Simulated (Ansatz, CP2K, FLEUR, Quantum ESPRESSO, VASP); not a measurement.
# One calculation of SnO2, 5 ways

```xyz
6
Lattice="4.7380 0.0000 0.0000 0.0000 4.7380 0.0000 0.0000 0.0000 3.1865" Properties=species:S:1:pos:R:3 pbc="T T T"
Sn    2.3690    2.3690    1.5933
Sn    0.0000    0.0000    0.0000
O     3.8240    0.9140    1.5933
O     3.2830    3.2830    0.0000
O     0.9140    3.8240    1.5933
O     1.4550    1.4550    0.0000
```

Alike in all runs: task band structure; functional LDA; k mesh 6 × 6 × 8; occupations fermi-dirac, width 0.05 eV; no spin polarisation; no spin-orbit coupling. LDA stands for any of its common fits. Pressure is positive in compression and, in plane waves, holds the error of the finite cutoff. Gaps are the smaller of the mesh's and the band path's.

```csv
program and potentials,plane-wave cutoff (eV),notes,band gap (eV),pressure (GPa),largest force (eV/Å)
"Quantum ESPRESSO, GBRV 1.5 LDA",925,8.67 valence electrons an atom on average,1.15,-0.10,0.165
"Ansatz, all-electron LAPW, scalar-relativistic",-,-,1.14,-0.62,0.154
"FLEUR, all-electron, FLAPW",-,-,1.13,-,-
"VASP, LDA PAW files O, Sn_d, 520 eV",520,8.67 valence electrons an atom on average,?,?,?
"CP2K, GTH_POTENTIALS Sn GTH-PADE-q4, O GTH-PADE-q6; TZVP-MOLOPT-PBE-GTH basis",-,atomic basis; 5.33 valence electrons an atom on average,0.92,-2.77,-
```

**Question.** Estimate from the other rows what the run with VASP, LDA PAW files O, Sn_d, 520 eV gave.

**Answer.** Band gap 1.17 eV; pressure 0.29 GPa; largest force 0.181 eV/Å. The other rows, which needn't bracket it: band gap 0.92 to 1.15; pressure -2.77 to -0.10; largest force 0.154 to 0.165.
